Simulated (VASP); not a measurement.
C, 2 atoms in the cell. The cell holds a slab with vacuum, 2 atoms: a = 2.465 Å, b = 2.465 Å, c = 26.000 Å, α = 90.00°, β = 90.00°, γ = 120.00°. The slab is cut from a database's or a generator's crystal, which needn't be the stable form of the element.

```yaml
Program: VASP 6.6.1
Task: single point
Functional: PBE
Dispersion: D3(BJ)
Potentials_or_basis: VASP PAW PBE potentials, release 64 (C)
Cutoff: 520 eV
k_mesh: 21 × 21 × 1
Occupations: gaussian, width 0.1 eV
Spin: no spin polarisation
Dipole_correction: yes
Further_INCAR_settings: ALGO = Fast; EDIFF = 1e-06; NBANDS = 11
```

Potentials or basis: VASP PAW PBE potentials, release 64 (C).

Launch:

```bash
$ cat potpaw_PBE.64/C/POTCAR > POTCAR
$ mpirun -np 1 vasp_std > vasp.out
```

Hardware: 1 thread of Intel(R) Xeon(R) 6975P-C (Granite Rapids), on a shared host.

Q: Estimate the wall time of this run.

A: Run time: 80 s on 1 thread of Intel(R) Xeon(R) 6975P-C (Granite Rapids), with other jobs on the host, peak memory 0.26 GiB. Counts: scf iterations 19, k points 48.
